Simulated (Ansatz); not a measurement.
## A series in volume per atom on La2O3

Periodic Kohn-Sham DFT of a crystal at fixed atoms; pressure and stress are positive in compression; the energy is the free energy less that of spherical unpolarised free atoms; site moments are those in the method's own spheres, positive along +z. The results are calculated, by Ansatz 0.2.0.

Cell of the first row (space group P321, No. 150):
```
CELL_PARAMETERS angstrom
3.84980 0.00000 0.00000
-1.92490 3.33400 0.00000
0.00000 0.00000 5.99510
ATOMIC_POSITIONS crystal
La 0.33333 0.66667 0.25000
La 0.66667 0.33333 0.75000
O 0.25000 0.25000 0.00000
O 0.75000 0.00000 0.00000
O 0.00000 0.75000 0.00000
```

Settings of every row: method all-electron LAPW; functional PBEsol; relativity scalar; k mesh 6x6x4; filling fermi-dirac; smearing width 0.02 eV; basis error target 1 meV/atom; nucleus gaussian.

Atom start moment: 0 on all atoms.

Limits: all rows lie far from zero pressure; no spin-orbit coupling on heavy atoms.

| row | volume per atom (Å³) | energy less free atoms (eV/atom) | pressure (GPa) |
| --- | --- | --- | --- |
| 1 | 15.39 | -5.6007 | 49.544 |
| 2 | 15.717 | -5.6969 | 44.76 |
| 3 | 16.044 | -5.7838 | 40.332 |
| 4 | 16.208 | -5.824 | 38.246 |
| 5 | 16.372 | -5.862 | 36.241 |
| 6 | 16.536 | ? | ? |
| 7 | 16.699 | -5.9322 | 32.463 |
| 8 | 17.027 | -5.9949 | 28.974 |
| 9 | 17.354 | -6.0508 | 25.754 |

Question: what energy less free atoms and pressure should row 6 give?

Worked fit of energy less free atoms. Take u = (V_r/V)^(2/3) − 1 with V_r = 16.29 Å³ an atom, which is twice the finite (Eulerian) strain; such expansions in the strain, on which the Birch-Murnaghan equation of state is built, carry the rest volume and the bulk modulus. The shown rows have u = 0.03862, 0.02416, 0.0102, 0.00337, -0.00334, -0.0164, -0.02907, -0.0413. Least squares give energy less free atoms = −5.84328 + 5.6746 × u + 15.736 × u² eV/atom; a straight line predicts inner rows, each left out in turn, worse (root mean square 0.0081 against 8.4e-05 eV/atom). The rows lie off it by 0.0000, 0.0001, 0.0000, 0.0000, 0.0001, -0.0001, 0.0000, 0.0000. The withheld row has u = -0.00994, so the fit gives −5.84328 + 5.6746 × (-0.00994) + 15.736 × (-0.00994)² = -5.8981 eV/atom.

The calculation gave -5.898 eV/atom. The fit lies 0.0001 eV/atom (0.022 % of the column's range) below it, one unit of the last digit.

Worked fit of pressure. Take u = (V_r/V)^(2/3) − 1 with V_r = 16.29 Å³ an atom, which is twice the finite (Eulerian) strain; such expansions in the strain, on which the Birch-Murnaghan equation of state is built, carry the rest volume and the bulk modulus. The shown rows have u = 0.03862, 0.02416, 0.0102, 0.00337, -0.00334, -0.0164, -0.02907, -0.0413. Least squares give pressure = 37.2322 + 299.051 × u + 512.05 × u² GPa; a straight line predicts inner rows, each left out in turn, worse (root mean square 0.26 against 0.0036 GPa). The rows lie off it by -0.001, 0.004, -0.004, 0.000, 0.002, -0.002, 0.002, -0.001. The withheld row has u = -0.00994, so the fit gives 37.2322 + 299.051 × (-0.00994) + 512.05 × (-0.00994)² = 34.310 GPa.

The calculation gave 34.314 GPa. The fit lies 0.004 GPa (0.017 % of the column's range) below it; its largest miss of a shown row is 0.004 GPa.
